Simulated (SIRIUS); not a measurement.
Wanted: the native input for a SIRIUS 7.12.0 run.

```
Task                                        : band structure
Functional                                  : PBEsol
Potentials or basis                         : PseudoDojo 0.4.1 PBE standard (scalar relativistic)
Cutoff                                      : 1030 eV
Density cutoff                              : 4119 eV
k mesh                                      : 11 × 11 × 11
Occupations                                 : fermi-dirac, width 0.05 eV
Spin                                        : no spin polarisation
Libxc names                                 : ["XC_GGA_X_PBE_SOL", "XC_GGA_C_PBE_SOL"]
Energy tol                                  : 1e-08 Ha
Density tol                                 : 1e-06
Mixer                                       : anderson
Mixing beta                                 : 0.7
Max scf                                     : 100
Radial cutoff for the potentials' integrals : 6.5 bohr
```

Crystal: LiH.

```
Li H
1.0
     0.00000    2.03675    2.03675
     2.03675    0.00000    2.03675
     2.03675    2.03675    0.00000
Li H
1 1
Cartesian
  0.0000 0.0000 0.0000
  2.0368 2.0368 2.0368
```

These files were run (other wordings do the same):

sirius.json

```json
{
  "control": {
    "processing_unit": "cpu",
    "verbosity": 2,
    "num_bands_to_print": 8,
    "print_forces": true,
    "print_stress": true
  },
  "parameters": {
    "electronic_structure_method": "pseudopotential",
    "xc_functionals": ["XC_GGA_X_PBE_SOL", "XC_GGA_C_PBE_SOL"],
    "gk_cutoff": 8.7,
    "pw_cutoff": 17.4,
    "ngridk": [11, 11, 11],
    "shiftk": [0, 0, 0],
    "smearing": "fermi_dirac",
    "smearing_width": 0.0018374661,
    "num_bands": 8,
    "num_mag_dims": 0,
    "num_dft_iter": 100,
    "energy_tol": 1e-08,
    "density_tol": 1e-06
  },
  "iterative_solver": {
    "type": "davidson",
    "min_tolerance": 1e-10
  },
  "mixer": {
    "type": "anderson",
    "beta": 0.7,
    "max_history": 8
  },
  "settings": {
    "tol_ne": 1e-10,
    "pseudo_grid_cutoff": 6.5
  },
  "unit_cell": {
    "lattice_vectors": [
      [0.0, 3.848899684332, 3.848899684332],
      [3.848899684332, 0.0, 3.848899684332],
      [3.848899684332, 3.848899684332, 0.0]
    ],
    "atom_coordinate_units": "lattice",
    "atom_types": ["Li", "H"],
    "atom_files": {
      "H": "H.json",
      "Li": "Li.json"
    },
    "atoms": {
      "Li": [
        [0.0, 0.0, 0.0]
      ],
      "H": [
        [0.5, 0.5, 0.5]
      ]
    }
  }
}
```

bands_input.json

```json
{
  "control": {
    "processing_unit": "cpu",
    "verbosity": 1,
    "num_bands_to_print": 8,
    "print_forces": true,
    "print_stress": true
  },
  "parameters": {
    "electronic_structure_method": "pseudopotential",
    "xc_functionals": ["XC_GGA_X_PBE_SOL", "XC_GGA_C_PBE_SOL"],
    "gk_cutoff": 8.7,
    "pw_cutoff": 17.4,
    "ngridk": [11, 11, 11],
    "shiftk": [0, 0, 0],
    "smearing": "fermi_dirac",
    "smearing_width": 0.0018374661,
    "num_bands": 8,
    "num_mag_dims": 0,
    "num_dft_iter": 100,
    "energy_tol": 1e-08,
    "density_tol": 1e-06
  },
  "iterative_solver": {
    "type": "davidson",
    "min_tolerance": 1e-10,
    "energy_tolerance": 1e-09,
    "num_steps": 60
  },
  "mixer": {
    "type": "anderson",
    "beta": 0.7,
    "max_history": 8
  },
  "settings": {
    "tol_ne": 1e-10,
    "pseudo_grid_cutoff": 6.5
  },
  "unit_cell": {
    "lattice_vectors": [
      [0.0, 3.848899684332, 3.848899684332],
      [3.848899684332, 0.0, 3.848899684332],
      [3.848899684332, 3.848899684332, 0.0]
    ],
    "atom_coordinate_units": "lattice",
    "atom_types": ["Li", "H"],
    "atom_files": {
      "H": "H.json",
      "Li": "Li.json"
    },
    "atoms": {
      "Li": [
        [0.0, 0.0, 0.0]
      ],
      "H": [
        [0.5, 0.5, 0.5]
      ]
    }
  },
  "kpoints_rel": {
    "G": [0.0, 0.0, 0.0],
    "X": [0.5, 0.0, 0.5],
    "W": [0.5, 0.25, 0.75],
    "K": [0.375, 0.375, 0.75],
    "L": [0.5, 0.5, 0.5],
    "U": [0.625, 0.25, 0.625]
  },
  "kpoints_path": ["G", "X", "W", "K", "G", "L", "U"]
}
```

Potentials or basis: PseudoDojo 0.4.1 PBE standard (scalar relativistic).

Command:

```console
$ upf_to_json H.upf
$ upf_to_json Li.upf
$ OMP_NUM_THREADS=1 sirius.scf --input=sirius.json --output=out.json --task=0
$ OMP_NUM_THREADS=1 sirius.scf --input=bands_input.json --task=2
```

Results of the run:

* Pressure: -2.2 GPa
* Band gap on the k mesh: 2.99 eV
* Band gap along the path: 2.80 eV, direct

Caveat: the potentials were made for another functional, which shifts forces and pressure; the mesh misses the band edges, which the band path finds closer together.

It took 17 s on 1 thread of Intel(R) Xeon(R) 6975P-C (Granite Rapids) (shared host), peak memory 0.22 GiB.
